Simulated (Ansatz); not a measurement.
# Structures of Ga2O3: which is lowest?

Plane-wave DFT in Ansatz with scalar-relativistic PAW potentials, cutoff 500 eV, Γ-centred meshes chosen by cell and gap, Gaussian smearing with energies taken to zero width. Every cell was relaxed (cell and atoms) in a run of its own, within the symmetry of its start. Functional: r2SCAN.

Relaxed structures (starts from databases or built by putting these elements on another compound's sites):
A. R-3c, 10 atoms in the computed cell, a = 4.985 Å, c = 13.442 Å; sites (symmetry × multiplicity) Ga 3. × 12, O .2 × 18; start: database
B. C2/m, 10 atoms in the computed cell, a = 12.254 Å, b = 3.039 Å, c = 5.809 Å, β = 103.8°; sites (symmetry × multiplicity) Ga m × 4 + m × 4, O m × 4 + m × 4 + m × 4; start: database
C. Cmcm, 10 atoms in the computed cell, a = 2.773 Å, b = 9.240 Å, c = 7.197 Å; sites (symmetry × multiplicity) Ga 2/m.. × 4 + m2m × 4, O m.. × 8 + m2m × 4; start: database

Problem. Rank them by energy. Could pressure change the order?

Solution.
```tsv
structure	group	E − E(lowest) (meV/atom)	V (Å³/atom)	gap on mesh (eV)
B	C2/m	0.0	10.50	3.03
A	R-3c	17.8	9.64	3.55
C	Cmcm	282	9.22	2.32
```

B is lowest, 18 meV/atom under A. A is denser by 0.86 Å³/atom, so pressure favours it: ΔE/ΔV, with ΔE in eV and 1 eV/Å³ = 160.2 GPa, gives about 3.3 GPa for equal enthalpy if both cells were rigid, a rough figure since the two compress differently. Other structures may lie lower than all of these, and vibrations aren't counted.